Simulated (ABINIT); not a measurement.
An input for ABINIT 10.8.3 (BAs (F-43m)):

```
acell 3*1.0 Angstrom
rprim 
  -0.000000000000 2.388500000000 2.388500000000
  2.388500000000 -0.000000000000 2.388500000000
  2.388500000000 2.388500000000 -0.000000000000
ntypat 2
znucl 5 33
natom 2
typat 1 2
xred 
  0.000000000000 0.000000000000 0.000000000000
  0.250000000000 0.250000000000 0.250000000000
pp_dirpath "pseudos"
pseudos "B.upf, As.upf"
ecut 44
ngkpt 6 6 6
nshiftk 1
shiftk 0 0 0
kptopt 1
chksymbreak 0
istwfk *1
occopt 1
irdwfk 1
optdriver 3
nband 157
ecuteps 8.4
inclvkb 2
awtr 1
symchi 1
irdqps 1
gwcalctyp 10
nqptdm 15
qptdm 
  0.1666666667 0.0000000000 0.0000000000
  0.3333333333 0.0000000000 0.0000000000
  0.5000000000 0.0000000000 0.0000000000
  0.1666666667 0.1666666667 0.0000000000
  0.3333333333 0.1666666667 0.0000000000
  0.5000000000 0.1666666667 0.0000000000
  -0.3333333333 0.1666666667 0.0000000000
  -0.1666666667 0.1666666667 0.0000000000
  0.3333333333 0.3333333333 0.0000000000
  0.5000000000 0.3333333333 0.0000000000
  -0.3333333333 0.3333333333 0.0000000000
  0.5000000000 0.5000000000 0.0000000000
  0.5000000000 0.3333333333 0.1666666667
  -0.3333333333 0.3333333333 0.1666666667
  -0.3333333333 0.5000000000 0.1666666667
indata_prefix "in"
outdata_prefix "out"
tmpdata_prefix "tmp"
```

```sh
OMP_NUM_THREADS=1 mpirun -n 4 abinit run.abi > log; mrgscr < mrgscr.stdin
```

Question: How long will it take on 4 MPI ranks of Intel Xeon Platinum 8375C at 2.90GHz (Ice Lake), shared host, and how much memory?

It took 3.7 min; on shared hardware allow 1.8 min to 7.4 min. Peak host memory was 1.5 GiB.

[Paths, hosts, dates, memory and timing lines, banners, echoed tables and standing remarks are left out of the program output.]

[Logs are printed without paths, hosts, clocks, repeated set-up lines and the standing remarks that a program may print on its own settings, such as how far it seeks lower states.]

[Runs of the session that timed out or met a known fault of the program may be left out.]

[Hosts, paths, dates, database ids (printed as entryN), source tags and the programs' standing remarks are cut or masked in the printed files.]

[G0W0 gaps are taken among the corrected bands and points alone; a level outside them can change the order at an edge.]

[Where Ansatz stands beside ABINIT at settings called matched, ABINIT's density can come from a denser mesh and the files from another edition; pairs whose starting gaps differed by over 0.03 eV were left out, so agreement reads better than it is.]
